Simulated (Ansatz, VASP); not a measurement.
This is a calculation of SiC for Ansatz 0.2.0. The cell is a database's computed one, not the measured one.

input.yaml

```yaml
crystal:
  lattice:
    - [3.0756941497, 0.0, 0.0]
    - [-1.5378470748, 2.6636292679, 0.0]
    - [0.0, 0.0, 10.07064648]
  atoms:
    - { symbol: Si, position: [0.0, 0.0, 0.18789438] }
    - { symbol: Si, position: [0.0, 0.0, 0.68789438] }
    - { symbol: Si, position: [0.3333333333, 0.6666666667, 0.43784198] }
    - { symbol: Si, position: [0.6666666667, 0.3333333333, 0.93784198] }
    - { symbol: C, position: [0.0, 0.0, 0.00046005] }
    - { symbol: C, position: [0.0, 0.0, 0.50046005] }
    - { symbol: C, position: [0.3333333333, 0.6666666667, 0.24980259] }
    - { symbol: C, position: [0.6666666667, 0.3333333333, 0.74980259] }
hamiltonian:
  xc: rpbe
  pseudopotentials: { kind: paw }
  dispersion: d3bj
kpoints:
  mp_grid: { grid: [10, 10, 3] }
scf:
  occupations: { method: fermi_dirac, width: 0.05 }
output:
  forces: true
  stress: true
relax:
  f_tol: 0.01
  max_steps: 40
  cell: { stress_tol: 0.05 }
```

Potentials or basis: Ansatz PAW.

Command:

```sh
$ ansatz run input.yaml --threads 2 --pin off --max-ram 5120MiB --backend cpu --events-out ev --progress --plain --runs-dir out
```

Task: Set up the same calculation for VASP 6.6.1. Potentials or basis there: PBE PAW files C, Si, 600 eV.

Result: As run (cutoffs and basis follow the program's own potentials, and thresholds, step limits or extra output files can differ):

INCAR

```
  PREC = Accurate
  ENCUT = 600
  EDIFF = 1E-6
  ISMEAR = -1
  SIGMA = 0.05
  LREAL = False
  LASPH = True
  NELM = 60
  ALGO = Normal
  ISIF = 3
  LWAVE = False
  LCHARG = False
  GGA = RP
  IVDW = 12
  IBRION = 2
  NSW = 40
  EDIFFG = -0.01
```

Contents of KPOINTS:

```
Automatic mesh
0
Gamma
  10 10 3
```

POSCAR

```
SiC
1.0
    3.0756941497      0.0000000000      0.0000000000
   -1.5378470748      2.6636292679      0.0000000000
    0.0000000000      0.0000000000     10.0706464800
Si C
4 4
Direct
    0.0000000000      0.0000000000      0.1878943800
    0.0000000000      0.0000000000      0.6878943800
    0.3333333333      0.6666666667      0.4378419800
    0.6666666667      0.3333333333      0.9378419800
    0.0000000000      0.0000000000      0.0004600500
    0.0000000000      0.0000000000      0.5004600500
    0.3333333333      0.6666666667      0.2498025900
    0.6666666667      0.3333333333      0.7498025900
```

Potentials or basis: VASP PAW PBE potentials, release 64 (Si, C).

The run is started by

```console
$ cat potpaw_PBE.64/Si/POTCAR potpaw_PBE.64/C/POTCAR > POTCAR
$ mpirun -np 1 vasp_std > vasp.out
```

Both were run:

|  | Ansatz | VASP |
| --- | --- | --- |
| Relaxed volume | 9.62 Å³/atom | 9.59 Å³/atom |
| Relaxed cell | a = 3.007 Å, b = 3.007 Å, c = 9.834 Å, α = 90.00°, β = 90.00°, γ = 120.00° | a = 3.003 Å, b = 3.003 Å, c = 9.823 Å, α = 90.00°, β = 90.00°, γ = 120.00° |
| Space group after relaxing | P6_3mc (No. 186) | P6_3mc (No. 186) |
| Pressure after relaxing | 0.0 GPa | 0.0 GPa |

Ansatz's pressure holds a Pulay term of +0.25 GPa for its cutoff of 420 eV, which the other run lacks.

Ansatz's potentials were made for PBE. VASP's potentials were made for PBE.

Where Ansatz's input types no cutoff or centring, it takes its own default and a Γ-centred mesh.

Pressure is positive in compression.
